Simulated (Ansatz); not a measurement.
# AlCo (NiAs type): the cost of one run

Computed with Ansatz 0.2.0 (DFT, PBE, PAW with Ansatz's default frozen-core files, scalar-relativistic, unless a step's input says otherwise).

## Step 1: Starting point

The structure is hexagonal, space group P6_3/mmc (No. 194). The conventional cell has a = 3.471 Å, b = 3.471 Å, c = 5.381 Å, α = 90.00°, β = 90.00°, γ = 120.00°. Around Co (site symmetry -3m) lie 6 Al at 2.41 Å and 2 Co at 2.69 Å. Al (site symmetry -6m2) is surrounded by 6 Co at 2.41 Å.

Structure file:

```cif
data_structure
_symmetry_space_group_name_H-M 'P6_3/mmc'
_symmetry_Int_Tables_number 194
_cell_length_a 3.4714
_cell_length_b 3.4714
_cell_length_c 5.3807
_cell_angle_alpha 90.000
_cell_angle_beta 90.000
_cell_angle_gamma 120.000
_cell_volume 56.15
loop_
_atom_site_label
_atom_site_type_symbol
_atom_site_symmetry_multiplicity
_atom_site_Wyckoff_symbol
_atom_site_fract_x
_atom_site_fract_y
_atom_site_fract_z
_atom_site_occupancy
Co1 Co 2 a 0.00000 0.00000 0.00000 1
Al1 Al 2 c 0.33333 0.66667 0.25000 1
```

The file gives the conventional cell by its symmetry; the runs use the cell typed in the input.

Whether this phase is the stable one at these pressures isn't tested.

Atoms are numbered in the order of the input: Co1, Co2, Al3, Al4.

## Step 2: Cell relaxed at zero pressure, PAW

Input file input.yaml:

```yaml
crystal:
  lattice:
    - [3.4714205444, 0.0, 0.0]
    - [-1.7357102722, 3.0063383786, 0.0]
    - [0.0, 0.0, 5.3807018437]
  atoms:
    - { symbol: Co, position: [0.0, 0.0, 0.0] }
    - { symbol: Co, position: [0.0, 0.0, 0.5] }
    - { symbol: Al, position: [0.3333333333, 0.6666666667, 0.25] }
    - { symbol: Al, position: [0.6666666667, 0.3333333333, 0.75] }
kpoints:
  mp_grid: { grid: [10, 10, 6] }
scf:
  occupations: { method: fermi_dirac, width: 0.05 }
hamiltonian:
  xc: pbe
  pseudopotentials: { kind: paw }
output:
  forces: true
  stress: true
  write_density: true
  write_potential: true
  elf: true
  volumetric_format: npy
relax:
  f_tol: 0.005
  max_steps: 40
  cell: {}
```

On the command line:

```sh
$ ansatz run input.yaml --threads 1 --pin off --max-ram 3072MiB --backend cpu --events-out ev --progress --plain --runs-dir out
```

**Question.** How long does this run take on 1 thread of Intel Xeon Platinum 8488C (Sapphire Rapids), shared host, and how much memory does it need?

About 61 s, with a peak of 0.43 GiB.
